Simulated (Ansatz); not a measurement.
System: WS2, a cell derived from the structure in space group 194 by a strain and random displacements, 6 atoms in the cell.

```
CELL_PARAMETERS angstrom
3.17029 0.02776 -0.01335
-1.56110 2.69468 0.01842
-0.05247 0.05332 12.50133
ATOMIC_POSITIONS crystal
W 0.52938 0.83617 0.19917
W 0.87141 0.51040 0.69858
S 0.54629 0.82912 0.55680
S 0.88384 0.51547 0.06370
S 0.55044 0.82689 0.81864
S 0.92719 0.49824 0.31932
```

These are results of PBE, plane waves, PAW datasets (generated soft set 1) (Ansatz), not measurements.

Cutoff 420 eV; k-mesh 4×4×1 Γ-centred; Fermi–Dirac smearing of 0.15 eV; no spin polarisation; no spin–orbit coupling.

As given, the pressure is 2.04 GPa.

```json
{"atom": "W1", "Fx (eV/Å)": "2.857", "Fy (eV/Å)": "0.319", "Fz (eV/Å)": "-3.412"}
{"atom": "W2", "Fx (eV/Å)": "1.204", "Fy (eV/Å)": "-0.725", "Fz (eV/Å)": "-3.804"}
{"atom": "S3", "Fx (eV/Å)": "-0.417", "Fy (eV/Å)": "0.358", "Fz (eV/Å)": "2.702"}
{"atom": "S4", "Fx (eV/Å)": "-0.520", "Fy (eV/Å)": "-0.077", "Fz (eV/Å)": "1.716"}
{"atom": "S5", "Fx (eV/Å)": "-0.779", "Fy (eV/Å)": "0.367", "Fz (eV/Å)": "1.139"}
{"atom": "S6", "Fx (eV/Å)": "-2.344", "Fy (eV/Å)": "-0.242", "Fz (eV/Å)": "1.659"}
```

Problem. The cell is scaled to 98 % of its volume at fixed fractional coordinates. What happens?

Solution. The pressure rises by 3.45 GPa to 5.49 GPa, a clamped-ion bulk modulus of about 171 GPa at this volume, and the free energy changes by +8.3 meV/atom.

| atom | Fx (eV/Å) | Fy (eV/Å) | Fz (eV/Å) |
| --- | --- | --- | --- |
| W1 | 2.996 | 0.336 | -3.581 |
| W2 | 1.279 | -0.755 | -4.002 |
| S3 | -0.446 | 0.375 | 2.484 |
| S4 | -0.544 | -0.078 | 1.442 |
| S5 | -0.825 | 0.380 | 1.558 |
| S6 | -2.460 | -0.257 | 2.100 |

The stress includes the program's correction for the finite plane-wave basis.

The k-mesh is coarse, so these values belong to this mesh and can lie far from the converged ones.
